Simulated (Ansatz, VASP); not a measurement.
**LiF (Griceite) in VASP and in Ansatz**

```
F Li
1.0
     0.00000    2.01400    2.01400
     2.01400    0.00000    2.01400
     2.01400    2.01400    0.00000
F Li
1 1
Direct
  0.50000 0.50000 0.50000
  0.00000 0.00000 0.00000
```

Alike in both runs: task single point; functional PBEsol; k mesh 8 × 8 × 8; occupations fermi-dirac, width 0.05 eV; no spin polarisation.

|  | VASP | Ansatz |
| --- | --- | --- |
| version | VASP 6.6.1 | Ansatz 0.2.0 |
| potentials or method | VASP PAW PBE potentials, release 64 (F, Li_sv), cutoff 520 eV | all-electron PAW datasets made for the crystal |

|  | VASP | Ansatz | Ansatz less VASP |
| --- | --- | --- | --- |
| gap on the k mesh at the Fermi level (eV) | 8.92 | 8.90 | -0.019 |
| least direct gap on the mesh (eV) | 8.92 | 8.90 | -0.019 |

Ansatz ran all-electron here, so the differences hold the error of VASP's frozen core and of both bases.

 PBEsol gaps usually lie below the measured ones, often by a third to a half. A k mesh can miss the band edges.
